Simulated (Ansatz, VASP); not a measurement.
# One calculation of Os, two programs

Contents of INCAR:

```
SYSTEM = Os
PREC = Accurate ; ENCUT = 520
EDIFF = 1E-6 ; ISMEAR = -1
SIGMA = 0.1 ; LREAL = .False.
LASPH = .True. ; NELM = 80
ALGO = Normal ; ISIF = 2
LWAVE = .False. ; LCHARG = .False.
GGA = RP ; NBANDS = 24
```

KPOINTS

```
regular mesh
0
Gamma
  15 15 4
  0 0 0
```

POSCAR

```
Os
1.0
    2.7522485791      0.0000000000      0.0000000000
   -1.3761242896      2.3835171870      0.0000000000
    0.0000000000      0.0000000000      8.8342815811
Os
4
Direct
    0.0000000000      1.0000000000      0.0000000000
    0.0000000000      1.0000000000      0.5000000000
    0.3333333333      0.6666666667      0.2500000000
    0.6666666667      0.3333333333      0.7500000000
```

Input for Ansatz:

```yaml
crystal:
  lattice:
    - [2.7522485791, 0.0, 0.0]
    - [-1.3761242896, 2.383517187, 0.0]
    - [0.0, 0.0, 8.8342815811]
  atoms:
    - { symbol: Os, position: [0.0, 1.0, 0.0] }
    - { symbol: Os, position: [0.0, 1.0, 0.5] }
    - { symbol: Os, position: [0.3333333333, 0.6666666667, 0.25] }
    - { symbol: Os, position: [0.6666666667, 0.3333333333, 0.75] }
hamiltonian:
  xc: rpbe
  pseudopotentials:
    kind: paw
    azcp:
      Os: "pseudopotentials/Os.paw.azcp"
basis:
  ecutwfc: 420
  fft_grid_basis: typed
kpoints:
  mp_grid: { grid: [15, 15, 4], shift: [0, 0, 0] }
magnetization:
  spin_polarized: false
scf:
  occupations: { method: fermi_dirac, width: 0.1 }
  lower_state_search: "off"
output:
  stress: true
```

Alike in both runs: task single point; functional RPBE; k mesh 15 × 15 × 4; occupations fermi-dirac, width 0.1 eV; no spin polarisation.

|  | VASP | Ansatz |
| --- | --- | --- |
| version | VASP 6.6.1 | Ansatz 0.2.0 |
| potentials or method | VASP PAW PBE potentials, release 64 (Os) | plane waves (420 eV) with PAW, scalar-relativistic |
| plane-wave cutoff (eV) | 520 | 420 |
| valence electrons in the cell | 32 | 64 |

Ansatz gave:

```
pressure (GPa)                                  : -0.2
largest component of the traceless stress (GPa) : 1.01
```

What did VASP give for the same quantities?

Pressure (GPa): -0.6; largest component of the traceless stress (GPa): 0.98.

The two sets of potentials don't hold the same shells in valence.

Caveats: the PAW data sets were made with another functional, which shifts forces and pressure a little (VASP). Spin-orbit coupling is left out, which matters for the levels of Os.
